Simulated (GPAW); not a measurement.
# Ge (P-3m1) in GPAW: convergence with plane-wave cutoff (eV)

Aim: find how far plane-wave cutoff (eV) must go before the results for Ge settle, at RPBE. This setting moves, with any that are tied to it; all else stays.

Everything below comes from runs of GPAW 26.7.0. Logs are shortened: lines on timing, memory, paths and dates and some standing lists are left out, and cuts for length are marked. The log counts tension as positive stress, the text compression.

## 1. The crystal as given

The structure is trigonal, space group P-3m1 (No. 164). The conventional cell has a = 4.090 Å, b = 4.090 Å, c = 3.327 Å, α = 90.00°, β = 90.00°, γ = 120.00°. Ge (site symmetry 3m) is surrounded by 3 Ge at 2.54 Å.

The cell was built by a generator and needn't be a form met in nature.

## 2. With plane-wave cutoff (eV) 200

Input file run.py:

```python
from ase.dft.bandgap import bandgap
from ase.io import read, write
from ase.units import GPa
from gpaw import GPAW, PW

atoms = read('Ge.xyz')

calc = GPAW(mode=PW(200),
            xc='RPBE',
            kpts={'size': (6, 6, 6), 'gamma': True},
            occupations={'name': 'fermi-dirac', 'width': 0.05},
            nbands=11,
            convergence={'density': 1e-05, 'energy': 1e-05},
            maxiter=100,
            txt='gpaw.txt')
atoms.calc = calc
energy = atoms.get_potential_energy()
forces = atoms.get_forces()
stress = atoms.get_stress()
calc.write('gs.gpw')
write('result.traj', atoms)
print(f'Energy: {energy:.6f} eV')
print('Forces (eV/A):')
print(forces.round(4))
print('Stress (GPa):', (stress / GPa).round(3))
print('Fermi level:', round(calc.get_fermi_level(), 4), 'eV')
print(f'Gap: {bandgap(calc)[0]:.4f} eV, direct: {bandgap(calc, direct=True)[0]:.4f} eV')
```

Input file Ge.xyz:

```xyz
2
Lattice="4.0904091952 0.0000000000 0.0000000000 -2.0452045976 3.5423982749 0.0000000000 0.0000000000 0.0000000000 3.3265800000" Properties=species:S:1:pos:R:3 pbc="T T T"
Ge     2.0452250496      1.1807876170      0.4685820588
Ge     0.0000204523      2.3615870418      2.8579979412
```

Potentials or basis: the program's PAW data sets (release 1.2.1) made for this functional, pw.

Run with:

```bash
OMP_NUM_THREADS=1 python run.py
```

gpaw.txt:

```text
__  _  _
 | _ |_)|_||  |
 |__||  | ||/\| - 26.7.0

Input parameters:
  mode=PW(ecut=200.0),
  convergence={'density': 1e-05, 'energy': 1e-05},
  kpts=MonkhorstPack(size=(6, 6, 6), gamma=True),
  maxiter=100,
  nbands=11,
  occupations=Occupations(name='fermi-dirac', width=0.05),
  xc=XC(name='RPBE')

Diagonalizing LCAO Hamiltonian
Converting LCAO to pw mode

        Ge

            Ge

Atoms  # Å, Bohr magnetons
|   | symbol |        x |        y |        z |    initial magnetic moments |
|---|--------|----------|----------|----------|-----------------------------|
| 0 |     Ge | 2.045225 | 1.180788 | 0.468582 | ( 0.0000,  0.0000,  0.0000) |
| 1 |     Ge | 0.000020 | 2.361587 | 2.857998 | ( 0.0000,  0.0000,  0.0000) |

Unit cell  # Å
| periodic |         x |        y |        z |  lengths |     angles |
|----------|-----------|----------|----------|----------|------------|
|      yes |  4.090409 | 0.000000 | 0.000000 | 4.090409 |  90.000000 |
|      yes | -2.045205 | 3.542398 | 0.000000 | 4.090409 |  90.000000 |
|      yes |  0.000000 | 0.000000 | 3.326580 | 3.326580 | 120.000000 |

Number of symmetries: 2
Symmetry operations  # r_c * U_cc + t_c -> r_c
|   | kind |            matrix            |
|---|------|------------------------------|
| 0 |  E   |  1, 0, 0,  0, 1, 0,  0, 0, 1 |
| 1 |  σ   |  0,-1, 0, -1, 0, 0,  0, 0, 1 |

BZ-sampling:
  Number of BZ points: 216
  Number of IBZ points: 68

  Monkhorst-Pack size: [6, 6, 6]
  Monkhorst-Pack shift: [0.08333333333333333, 0.08333333333333333, 0.08333333333333333]

K-points  # in reciprocal-cell coordinates
|     |                                coordinates |     weight |
|-----|--------------------------------------------|------------|
|   0 | (  0.00000000,   0.00000000,   0.00000000) | 0.00462963 |
|   1 | (  0.00000000,   0.00000000,   0.16666667) | 0.00925926 |
|   2 | (  0.00000000,   0.00000000,   0.33333333) | 0.00925926 |
|   3 | (  0.00000000,   0.00000000,   0.50000000) | 0.00462963 |
|   4 | (  0.16666667,  -0.16666667,  -0.33333333) | 0.00925926 |
|   5 | (  0.16666667,  -0.16666667,  -0.16666667) | 0.00925926 |
|   6 | (  0.16666667,  -0.16666667,   0.00000000) | 0.00925926 |
|   7 | (  0.16666667,  -0.16666667,   0.16666667) | 0.00925926 |
|   8 | (  0.16666667,  -0.16666667,   0.33333333) | 0.00925926 |
|   9 | (  0.16666667,  -0.16666667,   0.50000000) | 0.00925926 |
| ... |                                            |            |
|  67 | (  0.50000000,   0.50000000,   0.50000000) | 0.00462963 |

Plane wave coefficients: 326
Cutoff: 200.0 eV

Spin-components: 1 (collinear spins)
Bands:           11
Projectors:      10
Spin-degeneracy: 2
Datatype:        complex128

Parallelization:
  kpt:    1
  domain: 1
  band:   1

Density:
  Valence electrons: 8.0
  Components: 1
  Grid points: [14 14 12]
  Charge: 0.0  # |e|

Potential:
  Grid points: [14 14 12]

species:
  Ge:
    name:    Germanium
    Z:       32.0
    valence: 4
    core:    28
    charge:  0.0  # [|e|]
    compensation charges:
      type: gauss
      rc: 0.32  # [Å]
      lmax: 2
    cutoffs:
      filter: 1.77  # [Å]
      core: 3.42  # [Å]
    projectors
    | kind |    occ | energy [eV] | rcut [Å] |
    |------|--------|-------------|----------|
    |   4s |  2.000 |     -11.662 |    1.005 |
    |   4p |  2.000 |      -3.859 |    1.005 |
    |    s |        |      15.549 |    1.005 |
    |    p |        |      23.352 |    1.005 |
    |    d |        |       0.000 |    1.005 |

    Using partial waves for Ge as LCAO basis

Reference energy: -114207.418677  # eV

eigensolver:
  PPCG
  Converge bands: occupied
  niter=2

density mixing:
  MSR1-Mixer
  Pratt-step length: 0.05
  Maximum mixing coefficient: 0.75
  Old densities: 10
  SVD Regularization: 0.005
  Good broyden scale: 1.0
  Trust region scale: 1.0
  Backstep threshold: 4.0
  History deletion threshold: 6.0
  Fourier metric: weight=20.0, sigma=0.015

occupation numbers:
  Fermi-Dirac:
    width: 0.0500  # eV

poisson solver:
  ecut: 1600.0  # eV

xc functional:
  name: RPBE with 2 nearest neighbor stencil

convergence criteria:
- Maximum integral of absolute [dens]ity change: 1e-05 electrons / valence electron
- Maximum [total energy] change in last 3 cyles: 1e-05 eV / valence electron
- Maximum integral of absolute [eigenst]ate change: 4e-08 eV^2 / valence electron
maximum number of iterations: 100

SCF iterations
|iter     | |      energy | eigst |  dens |
|---------|-|-------------|-------|-------|
|iter:   1| |   -7.677035 | -0.61 |       |
|iter:   2| |   -7.678127 | -2.85 | -1.06 |
|iter:   3| |   -7.675689 | -3.31 | -1.08 |
|iter:   4| |   -7.676326 | -4.40 | -1.64 |
|iter:   5| |   -7.676415 | -5.57 | -2.54 |
|iter:   6| |   -7.676429 | -6.58 | -3.10 |
|iter:   7| |   -7.676430c| -7.87c| -3.77 |
|iter:   8| |   -7.676430c| -7.58c| -4.54 |
|iter:   9| |   -7.676430c| -8.63c| -5.18c|

Converged in 9 steps
Energy contributions relative to reference atoms: (reference = -114207.418677)

Energy contributions:
  Kinetic:          13.896676
  Coulomb:         -13.076289
  Zero:             -0.097688
  External:          0.000000
  Xc:               -8.394508
  Entropy:          -0.009241
  Spinorbit:         0.000000
  ----------------------------
  Free energy:      -7.681050
  Extrapolated:     -7.676430

dipole moment: (0.000238, 0.000155, 0.000206)  # |e|*Ang

Fermi level: 5.195
Eigenvalues  # (at kpt = [0.000, 0.000, 0.000])
| band index |      eig [eV] | occ [0-2] |
|------------|---------------|-----------|
|          0 |        -6.628 |     2.000 |
|          1 |         2.805 |     2.000 |
|          2 |         4.198 |     2.000 |
|          3 |         4.198 |     2.000 |
|          4 |         7.684 |     0.000 |
|          5 |         8.251 |     0.000 |
|          6 |         8.251 |     0.000 |
|          7 |         8.539 |     0.000 |
|          8 |        12.205 |     0.000 |
|          9 |        17.482 |     0.000 |
|         10 |        18.733 |     0.000 |

No gap
No difference between direct/indirect transitions

Forces  # eV/Ang
|        x |        y |        z |
|----------|----------|----------|
| -0.00001 |  0.00000 |  0.19121 |  # Ge   0
|  0.00000 | -0.00000 | -0.19121 |  # Ge   1

Stress tensor  # eV/Ang^3
|         x |         y |         z |
|-----------|-----------|-----------|
| -0.005158 | -0.000003 |  0.000000 |
| -0.000003 | -0.005161 | -0.000000 |
|  0.000000 | -0.000000 |  0.016400 |

# Writing to gs.gpw (mode='')
```

Wall time 6.1 s (1 thread of Arm Neoverse V1, shared host); peak memory 0.12 GiB.

Results:

```
Free energy            : -7.6811 eV
Pressure               : -0.3 GPa
Largest force          : 0.191 eV/Å
Band gap on the k mesh : none (metal or under the smearing width)
```

## 3. With plane-wave cutoff (eV) 250

run.py: that of step 2 with these lines changed.

```diff
@@ -7,3 +7,3 @@
 
-calc = GPAW(mode=PW(200),
+calc = GPAW(mode=PW(250),
             xc='RPBE',
```

Ge.xyz is that of step 2.

Potentials or basis: the program's PAW data sets (release 1.2.1) made for this functional, pw.

Run with:

```bash
OMP_NUM_THREADS=1 python run.py
```

It took 7.2 s on 1 thread of Arm Neoverse V1, shared host; peak memory 0.13 GiB.

Results:

```yaml
Free_energy: -7.7040 eV
Pressure: -0.5 GPa
Largest_force: 0.182 eV/Å
Band_gap_on_the_k_mesh: none (metal or under the smearing width)
```

## 4. With plane-wave cutoff (eV) 300

run.py: that of step 3 with these lines changed.

```diff
@@ -7,3 +7,3 @@
 
-calc = GPAW(mode=PW(250),
+calc = GPAW(mode=PW(300),
             xc='RPBE',
```

Ge.xyz is that of step 3.

Run with:

```bash
OMP_NUM_THREADS=1 python run.py
```

It took 9.7 s on 1 thread of Arm Neoverse V1, shared host; peak memory 0.13 GiB.

What came out:

```
Free energy            : -7.7110 eV
Pressure               : -0.4 GPa
Largest force          : 0.181 eV/Å
Band gap on the k mesh : none (metal or under the smearing width)
```

## 5. With plane-wave cutoff (eV) 350

run.py: that of step 4 with these lines changed.

```diff
@@ -7,3 +7,3 @@
 
-calc = GPAW(mode=PW(300),
+calc = GPAW(mode=PW(350),
             xc='RPBE',
```

Ge.xyz is that of step 4.

Run with:

```bash
OMP_NUM_THREADS=1 python run.py
```

Wall time 10 s (1 thread of Arm Neoverse V1, shared host); peak memory 0.13 GiB.

Results:

```yaml
Free_energy: -7.7102 eV
Pressure: -0.4 GPa
Largest_force: 0.185 eV/Å
Band_gap_on_the_k_mesh: none (metal or under the smearing width)
```

## 6. With plane-wave cutoff (eV) 400

run.py: that of step 5 with these lines changed.

```diff
@@ -7,3 +7,3 @@
 
-calc = GPAW(mode=PW(350),
+calc = GPAW(mode=PW(400),
             xc='RPBE',
```

Ge.xyz is that of step 5.

Potentials or basis: the program's PAW data sets (release 1.2.1) made for this functional, pw.

Run with:

```bash
OMP_NUM_THREADS=1 python run.py
```

Wall time 9.6 s (1 thread of Arm Neoverse V1, shared host); peak memory 0.14 GiB.

What came out:

```
Free energy            : -7.7117 eV
Pressure               : -0.4 GPa
Largest force          : 0.184 eV/Å
Band gap on the k mesh : none (metal or under the smearing width)
```

## 7. With plane-wave cutoff (eV) 500

run.py: that of step 6 with these lines changed.

```diff
@@ -7,3 +7,3 @@
 
-calc = GPAW(mode=PW(400),
+calc = GPAW(mode=PW(500),
             xc='RPBE',
```

Ge.xyz is that of step 6.

Run with:

```bash
OMP_NUM_THREADS=1 python run.py
```

Run time: 18 s. Hardware: 1 thread of Arm Neoverse V1, shared host; peak memory 0.16 GiB.

The run converged. Its results:

| Quantity | Value |
| --- | --- |
| Free energy | -7.7149 eV |
| Pressure | -0.4 GPa |
| Largest force | 0.183 eV/Å |
| Band gap on the k mesh | none (metal or under the smearing width) |

## 8. With plane-wave cutoff (eV) 600

run.py: that of step 7 with these lines changed.

```diff
@@ -7,3 +7,3 @@
 
-calc = GPAW(mode=PW(500),
+calc = GPAW(mode=PW(600),
             xc='RPBE',
```

Ge.xyz is that of step 7.

Run with:

```bash
OMP_NUM_THREADS=1 python run.py
```

Wall time 18 s (1 thread of Arm Neoverse V1, shared host); peak memory 0.17 GiB.

The run converged. Its results:

```
Free energy            : -7.7169 eV
Pressure               : -0.4 GPa
Largest force          : 0.184 eV/Å
Band gap on the k mesh : none (metal or under the smearing width)
```

## 9. With plane-wave cutoff (eV) 800

run.py: that of step 8 with these lines changed.

```diff
@@ -7,3 +7,3 @@
 
-calc = GPAW(mode=PW(600),
+calc = GPAW(mode=PW(800),
             xc='RPBE',
```

Ge.xyz is that of step 8.

Potentials or basis: the program's PAW data sets (release 1.2.1) made for this functional, pw.

Run with:

```bash
OMP_NUM_THREADS=1 python run.py
```

It took 28 s on 1 thread of Arm Neoverse V1, shared host; peak memory 0.2 GiB.

The run converged. Its results:

* Free energy: -7.7203 eV
* Pressure: -0.4 GPa
* Largest force: 0.184 eV/Å
* Band gap on the k mesh: none (metal or under the smearing width)

## 10. With plane-wave cutoff (eV) 1000

run.py: that of step 9 with these lines changed.

```diff
@@ -7,3 +7,3 @@
 
-calc = GPAW(mode=PW(800),
+calc = GPAW(mode=PW(1000),
             xc='RPBE',
```

Ge.xyz is that of step 9.

Run with:

```bash
OMP_NUM_THREADS=1 python run.py
```

Wall time 34 s (1 thread of Arm Neoverse V1, shared host); peak memory 0.23 GiB.

It converged, with:

```
Free energy            : -7.7213 eV
Pressure               : -0.4 GPa
Largest force          : 0.184 eV/Å
Band gap on the k mesh : none (metal or under the smearing width)
```

## 11. Result

```csv
plane-wave cutoff (eV),"energy less the tightest run, at zero smearing (meV/atom)",pressure (GPa),largest force (eV/Å),SCF cycles,CPU time (s),peak memory (GiB)
200,20.14,-0.32,0.191,9,6.1,0.12
250,8.65,-0.50,0.182,9,7.2,0.13
300,5.18,-0.35,0.181,9,9.7,0.13
350,5.56,-0.39,0.185,9,10,0.13
400,4.83,-0.43,0.184,9,9.6,0.14
500,3.19,-0.41,0.183,9,18,0.16
600,2.21,-0.43,0.184,9,18,0.17
800,0.52,-0.42,0.184,9,28,0.2
1000,0.00,-0.40,0.184,9,34,0.23
```

Against the tightest run, the energy stays within 1 meV/atom from 800 on; the pressure stays within 0.1 GPa from 200 on; the largest force stays within 0.005 eV/Å from 250 on. The tightest run that finished is the yardstick and may itself not be fully converged.
